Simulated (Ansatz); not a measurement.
# TiAl3: tests of the settings

An exercise on one series of results from a longer session: the logs are not shown, and one member is left open.

Method: DFT PBEsol, scalar-relativistic, plane waves, PAW for the base; runs at other levels say so in their headings and inputs, unless a step's input says otherwise, in Ansatz 0.2.0.

1 further run of the same task is left out (set aside as unsound or not needed). Runs told in other sessions of the task aren't counted.

## Starting point

It takes space group Pmm2 (No. 25, orthorhombic). Conventional cell: a = 2.840 Å, b = 4.681 Å, c = 4.901 Å, α = 90.00°, β = 90.00°, γ = 90.00°. Around Ti (site symmetry mm2) lie 10 Al at 2.83 to 2.85 Å and 2 Ti at 2.84 Å. Around Al (site symmetry mm2) lie 4 Ti at 2.83 to 2.84 Å and 8 Al at 2.84 to 2.86 Å. Al (site symmetry mm2) has 8 Al at 2.81 to 2.86 Å and 4 Ti at 2.85 Å in its first shell of neighbours. Around Al (site symmetry mm2) lie 10 Al at 2.81 to 2.86 Å and 2 Ti at 2.85 Å.

Structure file:

```xyz
4
Lattice="2.8397 0.0000 0.0000 0.0000 4.6813 0.0000 0.0000 0.0000 4.9007" Properties=species:S:1:pos:R:3 pbc="T T T"
Ti    0.0000    2.3406    0.8131
Al    1.4198    2.3406    3.2701
Al    1.4198    0.0000    1.6217
Al    0.0000    0.0000    4.0965
```

Source of the structure: the Materials Project (structure only). It is taken as it stands there.

## The base input

File input.yaml:

```yaml
crystal:
  lattice:
    - [2.839677, 0.0, 0.0]
    - [0.0, 4.681264, 0.0]
    - [0.0, 0.0, 4.900742]
  atoms:
    - { symbol: Ti, position: [0.0, 0.5, 0.165916] }
    - { symbol: Al, position: [0.5, 0.5, 0.667271] }
    - { symbol: Al, position: [0.5, 0.0, 0.330912] }
    - { symbol: Al, position: [0.0, 0.0, 0.8359] }
basis:
  ecutwfc: 420
kpoints:
  mp_grid: { grid: [14, 10, 10] }
hamiltonian:
  xc: pbesol
scf:
  occupations: { method: gaussian, width: 0.1 }
output:
  forces: true
  stress: true
  eigenvalues: true
  populations: true
  write_density: true
  write_potential: true
  elf: true
  volumetric_format: npy
```

Its results, from an earlier run: -1012.1261 eV/atom at zero smearing, pressure -2.44 GPa, largest force 0.048 eV/Å, no gap on the mesh, in 6 SCF cycles and 15 s.

Set-up of the first run:

File input.yaml:

```yaml
crystal:
  lattice:
    - [2.839677, 0.0, 0.0]
    - [0.0, 4.681264, 0.0]
    - [0.0, 0.0, 4.900742]
  atoms:
    - { symbol: Ti, position: [0.0, 0.5, 0.165916] }
    - { symbol: Al, position: [0.5, 0.5, 0.667271] }
    - { symbol: Al, position: [0.5, 0.0, 0.330912] }
    - { symbol: Al, position: [0.0, 0.0, 0.8359] }
basis:
  ecutwfc: 420
kpoints:
  mp_grid: { grid: [14, 10, 10] }
hamiltonian:
  xc: lda
scf:
  occupations: { method: gaussian, width: 0.1 }
output:
  forces: true
  stress: true
  eigenvalues: true
relax:
  adjacent_minimum: "off"
  f_tol: 0.01
  max_steps: 60
  cell: { stress_tol: 0.05 }
```

Launch:

```
ansatz run input.yaml --threads 1 --pin off --max-ram 2560MiB --backend cpu --events-out ev --progress --plain --runs-dir out
```

Among the steps run: Relaxation, functional: LDA; Relaxing with functional PBEsol; Relaxing with functional PBE; Relaxation, functional: r2SCAN.

One of the session's tables, all rows but one given; the rest of the session is left out.

It belongs to the step «What the functional of a full relaxation changes». 

| functional | a (Å) | b (Å) | c (Å) | volume (Å³/atom) |
| --- | --- | --- | --- | --- |
| LDA | 2.754 | 4.632 | 4.850 | 15.46 |
| PBEsol | 2.782 | 4.671 | 4.894 | 15.90 |
| PBE | 2.804 | 4.712 | 4.930 | 16.28 |
| r2SCAN | ? | ? | ? | ? |

Q: Estimate the row for r2SCAN from the others.

As computed: a (Å): 2.785; b (Å): 4.675; c (Å): 4.902; volume (Å³/atom): 15.95. In the column «a (Å)» it lies between PBEsol (2.782) and PBE (2.804).
